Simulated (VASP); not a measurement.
# TaS2 (P-3m1) in VASP: notebook, part 2 of 2

VASP 6.6.1.

### Step 3. Relaxation of cell and atoms, PBEsol

INCAR reads:

```
SYSTEM = TaS2
PREC = Accurate
ENCUT = 600
EDIFF = 1E-7
ISMEAR = -1
SIGMA = 0.05
LREAL = .False.
LASPH = .True.
NELM = 100
ALGO = Fast
ISIF = 3
LWAVE = .False.
LCHARG = .False.
GGA = PS
IBRION = 2
NSW = 60
EDIFFG = -0.02
```

KPOINTS reads:

```
regular mesh
0
Gamma
  9 9 5
  0 0 0
```

POSCAR reads:

```
TaS2
1.0
    3.3500000000      0.0000000000      0.0000000000
   -1.6750000000      2.9011851027      0.0000000000
    0.0000000000      0.0000000000      5.8600000000
Ta S
1 2
Direct
    0.0000000000      0.0000000000      0.0000000000
    0.6666666667      0.3333333333      0.7500000000
    0.3333333333      0.6666666667      0.2500000000
```

Potentials or basis: VASP PAW PBE potentials, release 64 (Ta_pv, S).

The run is started by

```
cat potpaw_PBE.64/Ta_pv/POTCAR potpaw_PBE.64/S/POTCAR > POTCAR
mpirun -np 1 vasp_std > vasp.out
```

OUTCAR:

```text
SYSTEM = TaS2
   PREC = Accurate
   ENCUT = 600
   EDIFF = 1E-7
   ISMEAR = -1
   LREAL = .False.
   LASPH = .True.
   NELM = 100
   ISIF = 3
   GGA = PS
   IBRION = 2
   NSW = 60
   EDIFFG = -0.02

 ion  position               nearest neighbor table
   1  0.000  0.000  0.000-   2 2.43   3 2.43   2 2.43   3 2.43   2 2.43   3 2.43
   2  0.667  0.333  0.750-   1 2.43   1 2.43   1 2.43
   3  0.333  0.667  0.250-   1 2.43   1 2.43   1 2.43

  LATTYP: Found a hexagonal cell.
 ALAT       =     3.3500000000
 C/A-ratio  =     1.7492537313

  Lattice vectors:

 A1 = (   3.3500000000,   0.0000000000,   0.0000000000)
 A2 = (  -1.6750000000,   2.9011851027,   0.0000000000)
 A3 = (   0.0000000000,   0.0000000000,   5.8600000000)

Analysis of symmetry for initial positions (statically):
=====================================================================
 Subroutine PRICEL returns:
 Original cell was already a primitive cell.

 Routine SETGRP: Setting up the symmetry group for a
 hexagonal supercell.

 Subroutine GETGRP returns: Found 12 space group operations
 (whereof 12 operations were pure point group operations)
 out of a pool of 24 trial point group operations.

The static configuration has the point symmetry D_3d.

Analysis of symmetry for dynamics (positions and initial velocities):
=====================================================================
 Subroutine PRICEL returns:
 Original cell was already a primitive cell.

 Routine SETGRP: Setting up the symmetry group for a
 hexagonal supercell.

 Subroutine GETGRP returns: Found 12 space group operations
 (whereof 12 operations were pure point group operations)
 out of a pool of 24 trial point group operations.

The dynamic configuration has the point symmetry D_3d.

 Subroutine INISYM returns: Found 12 space group operations
 (whereof 12 operations are pure point group operations),
 and found     1 'primitive' translations

----------------------------------------------------------------------------------------

                                     Primitive cell

  volume of cell :      56.9532

  direct lattice vectors                    reciprocal lattice vectors
     3.350000000  0.000000000  0.000000000     0.298507463  0.172343364  0.000000000
    -1.675000000  2.901185103  0.000000000     0.000000000  0.344686728  0.000000000
     0.000000000  0.000000000  5.860000000     0.000000000  0.000000000  0.170648464

  length of vectors
     3.350000000  3.350000000  5.860000000     0.344686728  0.344686728  0.170648464

  position of ions in fractional coordinates (direct lattice)
     0.000000000  0.000000000  0.000000000
     0.666666667  0.333333333  0.750000000
     0.333333333  0.666666667  0.250000000

  ion indices of the primitive-cell ions
   primitive index   ion index
                 1           1
                 2           2
                 3           3

----------------------------------------------------------------------------------------

 KPOINTS: regular mesh

Automatic generation of k-mesh.
 Grid dimensions read from file:
 generate k-points for:    9    9    5

 Generating k-lattice:

  Cartesian coordinates                     Fractional coordinates (reciprocal lattice)
     0.033167496  0.019149263  0.000000000     0.111111111 -0.000000000  0.000000000
[... 69 lines left out ...]
   PSTRESS=    0.0 pullay stress
   NELECT =      23.0000    total number of electrons
   NUPDOWN=      -1.0000    fix difference up-down
   EMIN   =  10.00;   EMAX   =-10.00  energy-range for DOS
   EFERMI =   0.00;   METHOD = LEGACY
   ISMEAR =    -1;   SIGMA  =   0.05  broadening in eV -4-tet -1-fermi 0-gaus
   EFERMI_NEDOS =   21; number of points for ismear=-14 and -15
   IALGO  =     68    algorithm
   IMIX   =      4    mixing-type and parameters
     AMIX     =   0.40;   BMIX     =  1.00
     AMIX_MAG =   1.60;   BMIX_MAG =  1.00
  volume/ion in A,a.u.               =      18.98       128.11
  Fermi-wavevector in a.u.,A,eV,Ry     =   1.210073  2.286706 19.922686  1.464276
  Thomas-Fermi vector in A             =   2.345631
   LORBIT       =      0    0 simple, 1 ext, 2 COOP (PROOUT), +10 PAW based schemes
   GGA     = PS    functional components
   LHFCALC =     F    Hartree Fock is set to
   AEXX    =    0.0000 exact exchange contribution
   IVDW    =     0    specifies the selected vdW correction
   LEPSILON=     F    determine dielectric tensor
   LRPA    =     F    only Hartree local field effects (RPA)
 conjugate gradient relaxation of ions
 non-spin polarized calculation
 RMM-DIIS sequential band-by-band and
  energy-cutoff  :      600.00
  volume of cell :       56.95
 maximum number of plane-waves:      1931
 NGX is ok and might be reduce to    28
   NGX = 13   NGY = 13   NGZ = 23

--------------------------------------- Ionic step        1  -------------------------------------------

 number of electron      22.9999999 magnetization

 Free energy of the ion-electron system (eV)
  ---------------------------------------------------
  ext. energy  EPLUGINS =         0.00000000
  ---------------------------------------------------
  free energy    TOTEN  =       -24.51069215 eV

  energy without entropy =      -24.49560065  energy(sigma->0) =      -24.50314640

------------------------ aborting loop because EDIFF is reached ----------------------------------------

  FORCE on cell =-STRESS in cart. coord.  units (eV):
  Direction    XX          YY          ZZ          XY          YZ          ZX
  --------------------------------------------------------------------------------------
  -------------------------------------------------------------------------------------
  Total        0.9772460      0.9772460      2.9605241      0.0000000      0.0000000      0.0000000
  in kB       27.4913855     27.4913855     83.2839502      0.0000000      0.0000000      0.0000000
  external PRESSURE =      46.0889071 kB  Pullay stress =       0.0000000 kB
[... 92 lines left out ...]
  FREE ENERGIE OF THE ION-ELECTRON SYSTEM (eV)
  ---------------------------------------------------
  free  energy   TOTEN  =       -24.5621823911 eV

  energy  without entropy=      -24.5484167488  energy(sigma->0) =      -24.55529957

[... ionic steps 4 to 12 ...]

--------------------------------------- Ionic step       13  -------------------------------------------

 number of electron      22.9999997 magnetization

------------------------ aborting loop because EDIFF is reached ----------------------------------------
[... 69 lines left out ...]
--------------------------------------- Ionic step       15  -------------------------------------------

 number of electron      22.9999998 magnetization

 Free energy of the ion-electron system (eV)
  ---------------------------------------------------
  ext. energy  EPLUGINS =         0.00000000
  ---------------------------------------------------
  free energy    TOTEN  =       -24.57918343 eV

  energy without entropy =      -24.56685664  energy(sigma->0) =      -24.57302003

 E-fermi :   5.4885     XC(G=0): -10.7467

 val. band max:        5.4666011310   @ k =   0.0000   0.0000   0.0000
 cond. band min:       5.5104214555   @ k =   0.1111   0.1111   0.0000
 fundamental gap:      0.0438203246
 Fermi energy:         5.4885486468

 k-point     1 :       0.0000    0.0000    0.0000
  band No.  band energies     occupation
      1     -29.6471      2.00000
      2     -29.6095      2.00000
      3     -29.6095      2.00000
      4      -9.4369      2.00000
      5      -7.4928      2.00000
      6      -1.4974      2.00000
      7       1.7553      2.00000
      8       1.7553      2.00000
      9       4.2194      2.00000
     10       5.0034      1.99988
     11       5.0034      1.99988
     12       5.4666      1.21602
     13       5.7228      0.01830
     14       5.7228      0.01830
[... 401 lines left out ...]
      2     -29.6681      2.00000
      3     -29.6075      2.00000
      4      -8.2419      2.00000
      5      -7.4584      2.00000
      6      -0.2569      2.00000
      7       0.6523      2.00000
      8       1.0071      2.00000
      9       1.9346      2.00000
     10       2.8373      2.00000
     11       3.6859      2.00000
     12       5.2641      1.97778
     13       7.0007      0.00000
     14       8.0309      0.00000
     15       9.0136      0.00000

 [... further k-points ...]

------------------------ aborting loop because EDIFF is reached ----------------------------------------

  FORCE on cell =-STRESS in cart. coord.  units (eV):
  Direction    XX          YY          ZZ          XY          YZ          ZX
  --------------------------------------------------------------------------------------
  -------------------------------------------------------------------------------------
  Total       -0.0585745     -0.0585745     -0.0253789      0.0000000      0.0000000      0.0000000
  in kB       -1.6483823     -1.6483823     -0.7142050      0.0000000      0.0000000      0.0000000
  external PRESSURE =      -1.3369899 kB  Pullay stress =       0.0000000 kB
[... 18 lines left out ...]
  FREE ENERGIE OF THE ION-ELECTRON SYSTEM (eV)
  ---------------------------------------------------
  free  energy   TOTEN  =       -24.5791834287 eV

  energy  without entropy=      -24.5668566388  energy(sigma->0) =      -24.57302003

 reached required accuracy - stopping structural energy minimisation
```

OSZICAR:

```text
N       E                     dE             d eps       ncg     rms          rms(c)
DAV:   1     0.162222297677E+03    0.16222E+03   -0.12613E+04  1508   0.155E+03
DAV:   2    -0.183580363513E+02   -0.18058E+03   -0.17856E+03  1871   0.339E+02
DAV:   3    -0.258603351812E+02   -0.75023E+01   -0.74501E+01  2060   0.651E+01
[... 163 lines left out ...]
RMM:   4    -0.245791763766E+02    0.25223E-04   -0.26831E-04  1523   0.122E-01    0.437E-02
RMM:   5    -0.245791798228E+02   -0.34462E-05   -0.68593E-05  1584   0.604E-02    0.161E-02
RMM:   6    -0.245791826846E+02   -0.28618E-05   -0.17037E-05  1627   0.294E-02    0.682E-03
RMM:   7    -0.245791833603E+02   -0.67574E-06   -0.34291E-06  1698   0.124E-02    0.341E-03
RMM:   8    -0.245791834287E+02   -0.68307E-07   -0.52501E-07  1189   0.484E-03
  15 F= -.24579183E+02 E0= -.24573020E+02  d E =-.317142E-03
```

It took 6.7 min on 1 thread of Intel Xeon Platinum 8488C (Sapphire Rapids), shared host; peak memory 0.22 GiB.

Results:

```yaml
Free_energy: -24.5792 eV
Relaxed_volume: 18.98 Å³/atom
Relaxed_cell: a = 3.322 Å, b = 3.322 Å, c = 5.955 Å, α = 90.00°, β = 90.00°, γ = 120.00°
Space_group_after_relaxing_to_0.05_Å: P-3m1 (No. 164)
Energy_gained_by_relaxing: 22.8 meV/atom
Ionic_steps: 15
Pressure_after_relaxing: -0.1 GPa
Largest_force_after_relaxing: 0.004 eV/Å
Band_gap_on_the_k_mesh: none (metal or under the smearing width)
```

Forces in eV/Å, atoms in the order of the input:
```
Ta   0.000  0.000  0.000
S    0.000  0.000  0.004
S    0.000  0.000 -0.004
```

The path:
```
step  energy change (eV)  largest force (eV/Å)  pressure (GPa)  volume (Å³)
   1              0.0000                1.0205            4.61        56.95
   2              0.0745                1.1415           -9.19        61.55
   3             -0.0515                0.1055           -1.47        58.69
   4             -0.0515                0.1285           -1.32        58.64
   5             -0.0666                0.0335           -0.48        57.86
   6             -0.0676                0.0032           -0.23        57.64
   7             -0.0676                0.0005           -0.20        57.62
   8             -0.0676                0.0640            0.24        57.44
   9             -0.0676                0.0356            0.04        57.52
  10             -0.0678                0.0362            0.03        57.47
  11             -0.0680                0.0365           -0.02        57.34
  12             -0.0681                0.0369           -0.10        57.08
  13             -0.0682                0.0371           -0.07        57.18
  14             -0.0683                0.0269           -0.09        57.12
  15             -0.0685                0.0036           -0.13        56.93
```

Final structure:
```xyz
3
Lattice="3.3225 0.0000 0.0000 -1.6612 2.8773 0.0000 0.0000 0.0000 5.9554" Properties=species:S:1:pos:R:3 pbc="T T T"
Ta    0.0000    0.0000    0.0000
S     1.6612    0.9591    4.4152
S     0.0000    1.9182    1.5402
```

Caveat: the PAW data sets were made with another functional, which shifts forces and pressure a little; this functional lacks dispersion, which binds the layers, so the pressure and a relaxed spacing across them are unreliable.

### Step 4. Relaxation of cell and atoms, PBE

INCAR reads:

```
ALGO = Normal
EDIFF = 1E-7
EDIFFG = -0.01
ENCUT = 600
GGA = PE
IBRION = 2
ISIF = 3
ISMEAR = -1
LASPH = T
LCHARG = F
LREAL = F
LWAVE = F
NELM = 80
NSW = 60
PREC = Accurate
SIGMA = 0.05
```

KPOINTS reads:

```
k-points
0
Gamma
  9 9 5
```

POSCAR is that of step 3.

The run is started by

```
cat potpaw_PBE.64/Ta_pv/POTCAR potpaw_PBE.64/S/POTCAR > POTCAR
mpirun -np 1 vasp_std > vasp.out
```

It took 11 min on 1 thread of Intel Xeon Platinum 8488C (Sapphire Rapids), shared host; peak memory 0.23 GiB.

The run converged. Its results:

```yaml
Free_energy: -23.1667 eV
Relaxed_volume: 21.96 Å³/atom
Relaxed_cell: a = 3.376 Å, b = 3.376 Å, c = 6.673 Å, α = 90.00°, β = 90.00°, γ = 120.00°
Space_group_after_relaxing_to_0.05_Å: P-3m1 (No. 164)
Energy_gained_by_relaxing: 48.3 meV/atom
Ionic_steps: 26
Pressure_after_relaxing: 0.0 GPa
Band_gap_on_the_k_mesh: none (metal or under the smearing width)
```

Step by step:
| step | energy change (eV) | largest force (eV/Å) | pressure (GPa) | volume (Å³) |
| --- | --- | --- | --- | --- |
| 1 | 0.0000 | 1.2421 | 9.19 | 56.95 |
| 2 | 0.2436 | 1.9107 | -12.49 | 66.39 |
| 3 | -0.1157 | 0.0929 | -0.57 | 60.14 |
| 4 | -0.1159 | 0.0471 | -0.25 | 60.01 |
| 5 | -0.1159 | 0.0244 | -0.09 | 59.95 |
| 6 | -0.1222 | 0.0850 | 0.13 | 59.87 |
| 7 | -0.1241 | 0.1459 | 0.34 | 59.78 |
| 8 | -0.1268 | 0.1478 | 0.20 | 60.13 |
| 9 | -0.1333 | 0.1518 | -0.19 | 61.20 |
| 10 | -0.1402 | 0.1507 | -0.78 | 63.34 |
| 11 | -0.1421 | 0.0302 | -0.01 | 63.29 |
| 12 | -0.1422 | 0.0095 | 0.24 | 63.28 |
| 13 | -0.1425 | 0.0137 | 0.27 | 63.38 |
| 14 | -0.1431 | 0.0273 | 0.35 | 63.69 |
| 15 | -0.1437 | 0.0568 | 0.53 | 64.31 |
| 16 | -0.1441 | 0.0266 | 0.32 | 64.53 |
| 17 | -0.1444 | 0.0310 | -0.08 | 64.95 |
| 18 | -0.1445 | 0.0303 | -0.08 | 65.00 |
| 19 | -0.1446 | 0.0279 | -0.10 | 65.17 |
| 20 | -0.1447 | 0.0225 | -0.15 | 65.51 |
| 21 | -0.1447 | 0.0102 | -0.22 | 66.18 |
| 22 | -0.1447 | 0.0163 | -0.18 | 65.81 |
| 23 | -0.1448 | 0.0196 | 0.06 | 65.84 |
| 24 | -0.1448 | 0.0127 | 0.02 | 65.83 |
| 25 | -0.1448 | 0.0073 | 0.02 | 65.85 |
| 26 | -0.1448 | 0.0003 | 0.03 | 65.88 |

Final structure:
```
Ta S
1.0
     3.37637    0.00000    0.00000
    -1.68818    2.92402    0.00000
     0.00000    0.00000    6.67273
Ta S
1 2
Direct
  0.00000 0.00000 0.00000
  0.66667 0.33333 0.76995
  0.33333 0.66667 0.23005
```

Levels at points of the mesh, in eV from the Fermi level:
```csv
k point,band 8,band 9,band 10,band 11,band 12,band 13,band 14,band 15
"(0.00, 0.00, 0.00)",-3.76,-1.95,-0.68,-0.68,0.18,0.18,0.20,3.96
```

Caveat: the volume moved by over 15 % at a fixed basis, so the end points are rough; this functional lacks dispersion, which binds the layers, so the pressure and a relaxed spacing across them are unreliable, and here the layers came unbound; the volume moved by +16 % from the deposited cell, more than functionals usually miss.

### Step 5. The reference run

An earlier run on the cell as given: functional PBE; potentials or basis VASP PAW PBE potentials, release 64 (Ta_pv, S); cutoff 520 eV; k mesh 9 × 9 × 5; occupations fermi-dirac, width 0.05 eV; no spin polarisation.

- Pressure: 9.2 GPa
- Largest force: 1.243 eV/Å
- Band gap on the k mesh: none (metal or under the smearing width)

### Step 6. The runs side by side

| task | level | potentials or basis | cell | cutoff (eV) | gap on the mesh (eV) | pressure (GPa) | relaxed volume (Å³/atom) |
| --- | --- | --- | --- | --- | --- | --- | --- |
| relaxation of cell and atoms | LDA | VASP PAW LDA potentials, release 64 (Ta_pv, S) | relaxed | 600 | none | 0.0 | 17.98 |
| relaxation of cell and atoms | PBEsol | VASP PAW PBE potentials, release 64 (Ta_pv, S) | relaxed | 600 | none | -0.1 | 18.98 |
| relaxation of cell and atoms | PBE | VASP PAW PBE potentials, release 64 (Ta_pv, S) | relaxed | 600 | none | 0.0 | 21.96 |
| single point | PBE | VASP PAW PBE potentials, release 64 (Ta_pv, S) | as given | 520 | none | 9.2 | - |

Alike in all rows: no spin polarisation; k mesh 9 × 9 × 5; smearing fermi-dirac 0.05 eV.

Caveats: this functional lacks dispersion, which binds the layers, so the pressure and a relaxed spacing across them are unreliable (some runs); the PAW data sets were made with another functional, which shifts forces and pressure a little (some runs); the volume moved by over 15 % at a fixed basis, so the end points are rough (some runs); this functional lacks dispersion, which binds the layers, so the pressure and a relaxed spacing across them are unreliable, and here the layers came unbound (some runs); the volume moved by +16 % from the deposited cell, more than functionals usually miss (some runs); forces of over 1 eV/Å show positions far from the minimum, so gaps and moduli don't describe the material at rest (some runs).

Absolute energies hang on the potentials; compare differences alone.
